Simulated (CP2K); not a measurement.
The system is BN.

```xyz
2
Lattice="2.5640 0.0000 0.0000 1.2820 2.2205 0.0000 1.2820 0.7402 2.0935" Properties=species:S:1:pos:R:3 pbc="T T T"
N     1.2820    0.7402    0.5234
B     0.0000    0.0000    0.0000
```

The cell is a database's computed one.

```yaml
Program: CP2K 2026.2
Task: single point
Functional: PBE
Potentials_or_basis: POTENTIAL_UZH N GTH-PBE-q5, B GTH-PBE-q3; TZVP-MOLOPT-PBE-GTH basis
Density_cutoff: 6123 eV
k_mesh: 13 × 13 × 13
Occupations: fermi-dirac, width 0.05 eV
Spin: no spin polarisation
```

On this cell: pressure 0.6 GPa; largest force zero by symmetry; band gap on the k mesh 4.55 eV, indirect (least direct gap 8.74 eV).

The same run follows on a disturbed copy (atoms moved at random, drawn with an rms of 0.05 Å):

```
CELL_PARAMETERS angstrom
2.56397 0.00000 0.00000
1.28199 2.22046 0.00000
1.28199 0.74015 2.09347
ATOMIC_POSITIONS crystal
N 0.26768 0.26067 0.22873
B 0.97937 0.02168 0.00165
```

Problem. What does the disturbed cell give?

Solution. The energy moves by +46.0 meV/atom; pressure 2.8 GPa; largest force 2.304 eV/Å; band gap on the k mesh 3.91 eV, indirect (least direct gap 7.75 eV).

Forces on the atoms (eV/Å):
```
N   -1.634  1.148  1.149
B    1.635 -1.147 -1.148
```

Stress tensor (GPa, compression positive):
```
 4.92 -2.65 -1.74
-2.65  1.71  0.94
-1.74  0.94  1.64
```

Caveats: an odd mesh through Γ misses points on the zone boundary, where band edges often lie; the basis of atomic orbitals isn't converged, which shifts pressures, moduli and gaps.
